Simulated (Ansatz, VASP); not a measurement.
# One calculation of RbBr, two programs

File INCAR:

```
PREC = Accurate ; ENCUT = 520
EDIFF = 1E-7 ; ISMEAR = 0
SIGMA = 0.05 ; LREAL = F
LASPH = T ; NELM = 60
ALGO = Normal ; ISIF = 2
LWAVE = F ; LCHARG = F
GGA = PS ; NBANDS = 15
```

KPOINTS

```
regular mesh
0
Gamma
  6 6 6
```

File POSCAR:

```
RbBr
1.0
    4.2329756082      0.0000000000      0.0000000000
    0.0000000000      4.2329756082      0.0000000000
    0.0000000000      0.0000000000      4.0701688540
Rb Br
1 1
Direct
    0.0000000000      0.0000000000      0.0000000000
    0.5000000000      0.5000000000      0.5000000000
```

Input for Ansatz:

```yaml
crystal:
  lattice:
    - [4.2329756082, 0.0, 0.0]
    - [0.0, 4.2329756082, 0.0]
    - [0.0, 0.0, 4.070168854]
  atoms:
    - { symbol: Rb, position: [0.0, 0.0, 0.0] }
    - { symbol: Br, position: [0.5, 0.5, 0.5] }
basis:
  ecutwfc: 420
kpoints:
  mp_grid: { grid: [6, 6, 6] }
hamiltonian:
  xc: pbesol
scf:
  occupations: { method: gaussian, width: 0.05 }
output:
  forces: true
  stress: true
  eigenvalues: true
```

Change from the starting cell: mode 4 frozen in at +0.000 Å, equal normal strain along x and y +0.0400.

Alike in both runs: task single point; functional PBEsol; k mesh 6 × 6 × 6; occupations gaussian, width 0.05 eV; no spin polarisation.

|  | VASP | Ansatz |
| --- | --- | --- |
| version | VASP 6.6.1 | Ansatz 0.2.0 |
| potentials or method | VASP PAW PBE potentials, release 64 (Rb_sv, Br) | scalar-relativistic, plane waves, PAW |
| plane-wave cutoff (eV) | 520 | 420 |
| valence electrons in the cell | 16 | 16 |

|  | VASP | Ansatz | Ansatz less VASP |
| --- | --- | --- | --- |
| gap on the k mesh at the Fermi level (eV) | 3.66 | 3.66 | +0.001 |
| least direct gap on the mesh (eV) | 3.80 | 3.80 | 0.000 |
| pressure (GPa) | -1.0 | -1.1 | -0.03 |
| largest component of the traceless stress (GPa) | 0.74 | 0.74 | -0.001 |

Caveats: the PAW data sets were made with another functional, which shifts forces and pressure a little (VASP). A k mesh can miss the band edges.
